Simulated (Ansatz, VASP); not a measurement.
**C: VASP beside Ansatz**

File POSCAR:

```
C
1.0
    0.0000000000     -1.7578646901     -1.7578646901
   -1.7578646901      0.0000000000     -1.7578646901
    1.7578646901      1.7578646901     -3.5157293803
C
4
Direct
    0.7374556964      0.7661712329      0.7499999949
    0.2625443036      0.2338287671      0.2500000051
    0.3624556964      0.3911712329      0.8749999949
    0.8875443036      0.8588287671      0.3750000051
```

The input INCAR.step1:

```
PREC     = Accurate       # precision mode
ENCUT    = 520            # plane-wave cutoff, eV
ISMEAR   = 0              # smearing method
SIGMA    = 0.05           # smearing width, eV
LREAL    = F              # projectors in reciprocal space
LASPH    = T              # aspherical terms in the spheres
NELM     = 100            # most SCF steps
NBANDS   = 16             # bands
GGA      = PE             # functional
ALGO     = Normal         # electronic algorithm
EDIFF    = 1E-4           # SCF threshold, eV
LWAVE    = T              # write WAVECAR
LCHARG   = F              # write CHGCAR
```

INCAR.step2

```
PREC     = Accurate       # precision mode
ENCUT    = 520            # plane-wave cutoff, eV
EDIFF    = 1E-7           # SCF threshold, eV
ISMEAR   = 0              # smearing method
SIGMA    = 0.05           # smearing width, eV
LREAL    = F              # projectors in reciprocal space
LASPH    = T              # aspherical terms in the spheres
NELM     = 100            # most SCF steps
ALGO     = Normal         # electronic algorithm
ISIF     = 2              # what is computed and relaxed
LWAVE    = F              # write WAVECAR
LCHARG   = F              # write CHGCAR
METAGGA  = R2SCAN         # meta-GGA
LMIXTAU  = T            
NBANDS   = 16             # bands
ISTART   = 1
```

Contents of KPOINTS:

```
Automatic mesh
0
Gamma
  12 12 10
```

Input for Ansatz:

```yaml
crystal:
  lattice:
    - [0.0, -1.7578646901, -1.7578646901]
    - [-1.7578646901, 0.0, -1.7578646901]
    - [1.7578646901, 1.7578646901, -3.5157293803]
  atoms:
    - { symbol: C, position: [0.7374556964, 0.7661712329, 0.7499999949] }
    - { symbol: C, position: [0.2625443036, 0.2338287671, 0.2500000051] }
    - { symbol: C, position: [0.3624556964, 0.3911712329, 0.8749999949] }
    - { symbol: C, position: [0.8875443036, 0.8588287671, 0.3750000051] }
basis:
  ecutwfc: 520.0
kpoints:
  mp_grid: { grid: [12, 12, 10] }
hamiltonian:
  xc: r2scan
scf:
  occupations: { method: gaussian, width: 0.05 }
output:
  forces: true
  stress: true
  eigenvalues: true
```

Change from the starting cell: mode 4 frozen in at -0.037 Å, equal normal strain along x, y and z -0.0125.

Alike in both runs: task single point; functional r2SCAN; k mesh 12 × 12 × 10; occupations gaussian, width 0.05 eV; no spin polarisation.

|  | VASP | Ansatz |
| --- | --- | --- |
| version | VASP 6.6.1 | Ansatz 0.2.0 |
| potentials or method | VASP PAW PBE potentials, release 64 (C) | scalar-relativistic, plane waves, PAW |
| plane-wave cutoff (eV) | 520 | 520 |
| valence electrons in the cell | 16 | 16 |

```tsv
	VASP	Ansatz	Ansatz less VASP
gap on the k mesh at the Fermi level (eV)	4.44	4.48	+0.032
least direct gap on the mesh (eV)	5.93	5.97	+0.048
pressure (GPa)	19.5	18.2	-1.30
largest component of the traceless stress (GPa)	0.32	0.32	+0.001
rms of the force components (eV/Å)	0.297	0.298	+0.0016
```

Atom by atom the forces differ by 0.002 eV/Å (rms over components).

Caveats: so large a pressure means that the cell lies far from this level's equilibrium, or that cutoff or potentials fall short (VASP); the potentials were made for another functional, which shifts forces and pressure (VASP).
